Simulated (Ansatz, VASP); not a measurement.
One calculation of Pt, two programs

```
Pt
1.0
     0.00000    1.94480    1.94480
     1.94480    0.00000    1.94480
     1.94480    1.94480    0.00000
Pt
1
Direct
  0.00000 0.00000 0.00000
```

Alike in both runs: functional PBEsol; k mesh 24 × 24 × 24; occupations fermi-dirac, width 0.1 eV; no spin polarisation.

Ansatz relaxed the structure, and its values are those at the end. VASP's run is a single point on that final structure, the one shown.

|  | VASP | Ansatz |
| --- | --- | --- |
| version | VASP 6.6.1 | Ansatz 0.2.0 |
| potentials or method | VASP PAW PBE potentials, release 64 (Pt) | PAW with Ansatz's default frozen-core files, scalar-relativistic |
| plane-wave cutoff (eV) | 520 | 420 |
| valence electrons in the cell | 10 | 18 |

Ansatz gave:

- pressure (GPa): 7.0

Q: Which values does VASP return?

A: Pressure (GPa): 6.6.

The two sets of potentials don't hold the same shells in valence.

Caveats: the PAW data sets were made with another functional, which shifts forces and pressure a little (VASP). Spin-orbit coupling is left out, which matters for the levels of Pt.
